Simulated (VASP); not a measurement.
Computed with RPBE GGA, VASP's PBE PAW potentials (set 64) (plane waves; VASP).

VASP ran on this input.

POSCAR:
```
CaF2
1.0
  0.0000000000   2.7778405181   2.7778405181
  2.7778405181   0.0000000000   2.7778405181
  2.7778405181   2.7778405181   0.0000000000
Ca F
1 2
direct
  0.0000000000   0.0000000000   0.0000000000
  0.2500000000   0.2500000000   0.2500000000
  0.7500000000   0.7500000000   0.7500000000
```

KPOINTS:
```
Automatic mesh
0
Gamma
7 7 7
0 0 0
```

### INCAR
```
SIGMA = 0.05   ! width (eV)
PREC = Accurate
SYSTEM = CaF2
LASPH = .TRUE.
EDIFF = 1E-7
LWAVE = .FALSE.
LREAL = .FALSE.   ! projection in real space or not
GGA = RP   ! RPBE
NELM = 100   ! most electronic steps
ISIF = 2
LCHARG = .FALSE.
ALGO = Normal   ! blocked Davidson
ENCUT = 520   ! plane-wave cut-off (eV)
ISMEAR = 0
```

POTCAR, in this order: Ca_sv F (PBE.64 set). Program: vasp_std.

Output

**OSZICAR**
```
       N       E                     dE             d eps       ncg     rms          rms(c)
DAV:   1     0.227432123155E+03    0.22743E+03   -0.13762E+04   640   0.151E+03
DAV:   2    -0.813438789159E+01   -0.23557E+03   -0.22932E+03   824   0.389E+02
DAV:   3    -0.175242461203E+02   -0.93899E+01   -0.93836E+01   744   0.902E+01
DAV:   4    -0.178159716225E+02   -0.29173E+00   -0.29167E+00  1088   0.121E+01
DAV:   5    -0.178177352940E+02   -0.17637E-02   -0.17637E-02   736   0.928E-01    0.822E+00
DAV:   6    -0.164321429966E+02    0.13856E+01   -0.76305E+00   696   0.193E+01    0.318E+00
DAV:   7    -0.164659564537E+02   -0.33813E-01   -0.19250E-01   840   0.389E+00    0.174E+00
DAV:   8    -0.165162490364E+02   -0.50293E-01   -0.58214E-02   824   0.272E+00    0.204E-01
DAV:   9    -0.165249272966E+02   -0.86783E-02   -0.13984E-02   832   0.946E-01    0.156E-01
DAV:  10    -0.165264825378E+02   -0.15552E-02   -0.26917E-03   720   0.394E-01    0.383E-02
DAV:  11    -0.165265116504E+02   -0.29113E-04   -0.21807E-04   888   0.130E-01    0.151E-02
DAV:  12    -0.165265345462E+02   -0.22896E-04   -0.52303E-05   680   0.664E-02    0.566E-03
DAV:  13    -0.165265351254E+02   -0.57925E-06   -0.83830E-06   984   0.229E-02    0.512E-03
DAV:  14    -0.165265341504E+02    0.97501E-06   -0.17742E-06   744   0.143E-02    0.431E-04
DAV:  15    -0.165265342435E+02   -0.93112E-07   -0.93466E-08   640   0.311E-03
   1 F= -.16526534E+02 E0= -.16526534E+02  d E =-.101412E-12
```

OUTCAR:
```
------------------------ aborting loop because EDIFF is reached ----------------------------------------
  FORCE on cell =-STRESS in cart. coord.  units (eV):
  Direction    XX          YY          ZZ          XY          YZ          ZX
  --------------------------------------------------------------------------------------
  Total        0.6099494      0.6099494      0.6099494      0.0000000      0.0000000      0.0000000
  in kB       22.7956759     22.7956759     22.7956759      0.0000000      0.0000000      0.0000000
  external PRESSURE =      22.7956759 kB  Pullay stress =       0.0000000 kB
  volume of cell :       42.87
      direct lattice vectors                 reciprocal lattice vectors
     0.000000000  2.777840518  2.777840518    -0.179995935  0.179995935  0.179995935
     2.777840518  0.000000000  2.777840518     0.179995935 -0.179995935  0.179995935
     2.777840518  2.777840518  0.000000000     0.179995935  0.179995935 -0.179995935
 POSITION                                       TOTAL-FORCE (eV/Angst)
 -----------------------------------------------------------------------------------
      0.00000      0.00000      0.00000         0.000000      0.000000      0.000000
      1.38892      1.38892      1.38892         0.000000      0.000000     -0.000000
      4.16676      4.16676      4.16676        -0.000000     -0.000000     -0.000000
 -----------------------------------------------------------------------------------
    total drift:                                0.000000     -0.000000      0.000000
  FREE ENERGIE OF THE ION-ELECTRON SYSTEM (eV)
  ---------------------------------------------------
  free  energy   TOTEN  =       -16.5265342435 eV

  energy  without entropy=      -16.5265342435  energy(sigma->0) =      -16.52653424
```
(Selected blocks of OUTCAR.)

The compound is CaF2 in the fluorite structure. This cell is one point of a volume scan, at 0.97 of the reference volume.
